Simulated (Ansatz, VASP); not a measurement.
# Two plane-wave programs on Ti

File INCAR:

```
ALGO     = Normal         # electronic algorithm
EDIFF    = 1E-8           # SCF threshold, eV
ENCUT    = 520            # plane-wave cutoff, eV
GGA      = PS             # functional
ISIF     = 2              # what is computed and relaxed
ISMEAR   = -1             # smearing method
LASPH    = True           # aspherical terms in the spheres
LCHARG   = False          # write CHGCAR
LEFG     = True         
LREAL    = False          # projectors in reciprocal space
LWAVE    = False          # write WAVECAR
NBANDS   = 12             # bands
NELM     = 60             # most SCF steps
PREC     = Accurate       # precision mode
SIGMA    = 0.05           # smearing width, eV
```

The input KPOINTS:

```
k-points
0
Gamma
  14 14 14
```

Contents of POSCAR:

```
Ti
1.0
   -1.6272094320      1.6272094320      1.6272094320
    1.6272094320     -1.6272094320      1.6272094320
    1.6272094320      1.6272094320     -1.6272094320
Ti
1
Direct
    0.0000000000      0.0000000000      0.0000000000
```

Input for Ansatz:

```yaml
crystal:
  lattice:
    - [-1.627209432, 1.627209432, 1.627209432]
    - [1.627209432, -1.627209432, 1.627209432]
    - [1.627209432, 1.627209432, -1.627209432]
  atoms:
    - { symbol: Ti, position: [0.0, 0.0, 0.0] }
kpoints:
  mp_grid: { grid: [14, 14, 14] }
scf:
  occupations: { method: fermi_dirac, width: 0.05 }
hamiltonian:
  xc: pbesol
  pseudopotentials: { kind: paw }
output:
  forces: true
  stress: true
  eigenvalues: true
  efg: { contact_densities: true }
```

Change from the starting cell: volume scaled by 0.975, PAW files.

Alike in both runs: task electric field gradients; functional PBEsol; k mesh 14 × 14 × 14; occupations fermi-dirac, width 0.05 eV; no spin polarisation.

|  | VASP | Ansatz |
| --- | --- | --- |
| version | VASP 6.6.1 | Ansatz 0.2.0 |
| potentials or method | VASP PAW PBE potentials, release 64 (Ti_sv) | PAW with Ansatz's default frozen-core files, scalar-relativistic |
| plane-wave cutoff (eV) | 520 | 420 |
| valence electrons in the cell | 12 | 12 |

|  | VASP | Ansatz | Ansatz less VASP |
| --- | --- | --- | --- |
| pressure (GPa) | -4.5 | -4.3 | +0.21 |
| Vzz of the field gradient on the site that differs most (V/Å²) | 0.0 | 0.0 | 0.00 |

Caveats: the PAW data sets were made with another functional, which shifts forces and pressure a little (VASP).
